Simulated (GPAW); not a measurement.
Runs of GPAW 26.7.0 on GaN. The structure is hexagonal, space group P6_3mc (No. 186). Conventional cell: a = 3.180 Å, b = 3.180 Å, c = 5.166 Å, α = 90.00°, β = 90.00°, γ = 120.00°. Ga (site symmetry 3m) has 4 N at 1.94 to 1.95 Å as nearest neighbours. N (site symmetry 3m) has 4 Ga at 1.94 to 1.95 Å as nearest neighbours. 

```csv
task,level,potentials or basis,cell,k mesh,cutoff (eV),smearing,kernel,eta,response ecut,domega0,maxiter,other keys,mesh quality,gap on the mesh (eV),pressure (GPa),largest force (eV/Å)
energy-loss spectrum,LDA,"the program's PAW data sets (release 1.2.1) made for this functional, pw","atoms moved at random, drawn with an rms of 0.02 Å",8 × 8 × 4,650,fermi-dirac 0.001 eV,RPA,0.3 eV,50 eV,0.1 eV,150,-,not flagged,2.09,-,-
single point,LDA,"the program's PAW data sets (release 1.2.1) made for this functional, pw","atoms moved at random, drawn with an rms of 0.02 Å",8 × 8 × 4,650,fermi-dirac 0.05 eV,-,-,-,-,80,-,not flagged,2.09,0.2,0.54
electron localisation function,RPBE,"the program's PAW data sets (release 1.2.1) made for this functional, pw",as given,5 × 5 × 3,680,fermi-dirac 0.01 eV,-,-,-,-,150,-,coarse,2.11,17.6,(a)
dielectric tensor,LDA,"the program's PAW data sets (release 1.2.1) made for this functional, pw","atoms moved at random, drawn with an rms of 0.02 Å",8 × 8 × 4,650,fermi-dirac 0.001 eV,-,-,100 eV,-,150,-,not flagged,2.09,-,-
```

Alike in all rows: no spin polarisation.

**Question.** Estimate the missing entries.

**Answer.** (a) 0.19.

Caveats: some runs use coarse meshes; an odd mesh through Γ misses points on the zone boundary, where band edges often lie (some runs); the cutoff is short for stress and forces, so pressures can be off by a GPa or more (some runs); the highest transitions drop out of the frequency grid (some runs); so large a pressure means that the cell lies far from this level's equilibrium, or that cutoff or potentials fall short (some runs); the long-wavelength limit can be off by a per cent or two (some runs).

A k mesh can miss the band edges, and the runs leave out spin-orbit coupling on Ga.
